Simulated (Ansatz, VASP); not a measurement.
Li2O: VASP beside Ansatz

```
Li O
1.0
     0.00000    2.31303    2.31303
     2.31303    0.00000    2.31303
     2.31303    2.31303    0.00000
Li O
2 1
Direct
  0.25000 0.25000 0.25000
  0.75000 0.75000 0.75000
  0.00000 0.00000 0.00000
```

Alike in both runs: functional PBE; k mesh 8 × 8 × 8; occupations gaussian, width 0.02 eV; no spin polarisation.

Ansatz relaxed the structure, and its values are those at the end. VASP's run is a single point on that final structure, the one shown.

```csv
,VASP,Ansatz
version,VASP 6.6.1,Ansatz 0.2.0
potentials or method,"VASP PAW PBE potentials, release 64 (Li_sv, O)","scalar-relativistic, plane waves, PAW"
plane-wave cutoff (eV),520,420
valence electrons in the cell,12,12
```

```csv
,VASP,Ansatz,Ansatz less VASP
gap on the k mesh at the Fermi level (eV),4.96,4.98,+0.020
least direct gap on the mesh (eV),5.25,5.24,-0.010
```

 A k mesh can miss the band edges.
